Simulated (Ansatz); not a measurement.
Runs of Ansatz 0.2.0 on Bi2TeSe2 (Skippenite). It takes space group R-3m (No. 166, trigonal). Conventional cell: a = 4.183 Å, b = 4.183 Å, c = 29.137 Å, α = 90.00°, β = 90.00°, γ = 120.00°. Around Bi (site symmetry 3m) lie 3 Se at 2.93 Å and 3 Te at 3.06 Å. Te (site symmetry -3m) has 6 Bi at 3.06 Å as nearest neighbours. Around Se (site symmetry 3m) lie 3 Bi at 2.93 Å. 

| task | level | potentials or basis | k mesh | cutoff (eV) | smearing | basis error allowed | mesh quality | gap on the mesh (eV) | pressure (GPa) | V0 of scaled cells (Å³/atom) | B0 (GPa) | largest force (eV/Å) |
| --- | --- | --- | --- | --- | --- | --- | --- | --- | --- | --- | --- | --- |
| equation of state | LDA | all-electron LAPW, scalar-relativistic | 7 × 7 × 7 | - | fermi-dirac 0.05 eV | 0.002 eV/atom | not flagged | - | - | (a) | 62 | - |
| equation of state | PBEsol | all-electron LAPW, scalar-relativistic | 7 × 7 × 7 | - | fermi-dirac 0.05 eV | 0.002 eV/atom | not flagged | - | - | 30.33 | 59 | - |
| equation of state | PBEsol | all-electron LAPW, scalar-relativistic | 7 × 7 × 7 | - | fermi-dirac 0.05 eV | 0.001 eV/atom | not flagged | - | - | 30.33 | 59 | - |
| single point | PBEsol | all-electron LAPW, scalar-relativistic | 4 × 4 × 4 | 192 | fermi-dirac 0.03 eV | 0.002 eV/atom | coarse | 0.43 | 1.8 | - | - | 1.79 |
| band structure | PBEsol | all-electron LAPW, scalar-relativistic | 7 × 7 × 7 | 192 | fermi-dirac 0.05 eV | 0.002 eV/atom | not flagged | 0.43 | 1.9 | - | - | 1.79 |
| dielectric tensor | PBEsol | all-electron PAW datasets made for the crystal | 7 × 7 × 7 | 270 | fixed | - | not flagged | 0.43 | - | - | - | - |
| phonons | PBEsol | all-electron LAPW, scalar-relativistic | 7 × 7 × 7 | 209 | fermi-dirac 0.05 eV | 0.002 eV/atom | not flagged | 0.43 | - | - | - | 1.79 |
| single point | PBEsol | all-electron LAPW, scalar-relativistic | 7 × 7 × 7 | 210 | fermi-dirac 0.05 eV | 0.001 eV/atom | not flagged | 0.43 | 1.9 | - | - | 1.79 |

Alike in all rows: no spin polarisation; cell as given.

Problem. Estimate the missing entries.

Solution. (a) 29.64.

Caveats: some runs use coarse meshes; spin-orbit coupling is left out, which as a rule narrows the gap of such compounds by several tenths of an eV (some runs); forces of over 1 eV/Å show positions far from the minimum, so gaps and moduli don't describe the material at rest (some runs); the cell was scaled at fixed shape and fractional positions, which overstates the stiffness of a crystal with free parameters, most of all of layers and chains (some runs); spin-orbit coupling is left out, which moves the levels of the heavy elements (some runs); an odd mesh through Γ misses points on the zone boundary, where band edges often lie (some runs).

A k mesh can miss the band edges, and the runs leave out spin-orbit coupling on Bi, Se, Te.

Not every run made on this cell is shown here.
